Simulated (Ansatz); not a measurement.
PbTiO3 in the cubic perovskite structure was relaxed with 4 functionals in the PAW code Ansatz, cell and atoms free, the symmetry of the start kept (meshes: PBE 6×6×6, r2SCAN 6×6×6, PBEsol 6×6×6, LDA 6×6×6). Calculated for a static, non-magnetic cell.

The LDA result:
```
Pb Ti O
1.0
     3.88408    0.00000    0.00000
     0.00000    3.88408    0.00000
     0.00000    0.00000    3.88408
Pb Ti O
1 1 3
Direct
  0.00000 0.00000 0.00000
  0.50000 0.50000 0.50000
  0.50000 0.50000 0.00000
  0.50000 0.00000 0.50000
  0.00000 0.50000 0.50000
```

The symmetry is Pm-3m (No. 221, cubic); conventional cell a = 3.884 Å, 11.72 Å³ an atom. Pb is surrounded by 12 O at 2.75 Å; Ti is surrounded by 6 O at 1.94 Å; O is surrounded by 2 Ti at 1.94 Å and 4 Pb at 2.75 Å.

**Question.** Order the functionals by the relaxed volume, smallest first.
A. r2SCAN
B. PBE
C. LDA
D. PBEsol

**Answer.** C (11.72 Å³/atom), D (12.04 Å³/atom), A (12.19 Å³/atom), B (12.48 Å³/atom).

**Question.** What lattice does PBE give?

**Answer.** a = 3.967 Å; the volume differs by +6.5 % from LDA's. Pb has 12 O at 2.80 Å; Ti has 6 O at 1.98 Å; O has 2 Ti at 1.98 Å and 4 Pb at 2.80 Å.

**Question.** What lattice does r2SCAN give?

**Answer.** a = 3.935 Å; the volume differs by +4.0 % from LDA's. Around Pb lie 12 O at 2.78 Å; around Ti lie 6 O at 1.97 Å; around O lie 2 Ti at 1.97 Å and 4 Pb at 2.78 Å.

**Question.** Held at the r2SCAN cell, what mean stress do LDA and PBE find, and does its sign point to their own minimum?

**Answer.** Yes. LDA -7.40 GPa, and its relaxed volume is -3.8 % from r2SCAN's; PBE +4.36 GPa, and its relaxed volume is +2.4 % from r2SCAN's. Compression counts positive, so a positive stress asks for a larger cell.
